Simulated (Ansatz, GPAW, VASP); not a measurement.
# One calculation of Ag, 3 ways

```
CELL_PARAMETERS angstrom
0.00000 2.04275 2.04275
2.04275 0.00000 2.04275
2.04275 2.04275 0.00000
ATOMIC_POSITIONS crystal
Ag 0.00000 0.00000 0.00000
```

Alike in all runs: task single point; functional PBE; k mesh 11 × 11 × 11; occupations gaussian, width 0.011 eV; no spin polarisation; no spin-orbit coupling. Pressure is positive in compression and, in plane waves, holds the error of the finite cutoff.

```csv
program and potentials,plane-wave cutoff (eV),notes,pressure (GPa)
"Ansatz, all-electron LAPW, scalar-relativistic",-,-,4.25
"VASP, PBE PAW files Ag, 520 eV",520,11 valence electrons an atom on average,4.10
"GPAW, GPAW PAW data sets (gpaw-data 1.2.1)",600,17 valence electrons an atom on average,?
```

Task: Estimate from the other rows what the run with GPAW, GPAW PAW data sets (gpaw-data 1.2.1) gave.

Result: Pressure 4.20 GPa. The other rows, which needn't bracket it: pressure 4.10 to 4.25.
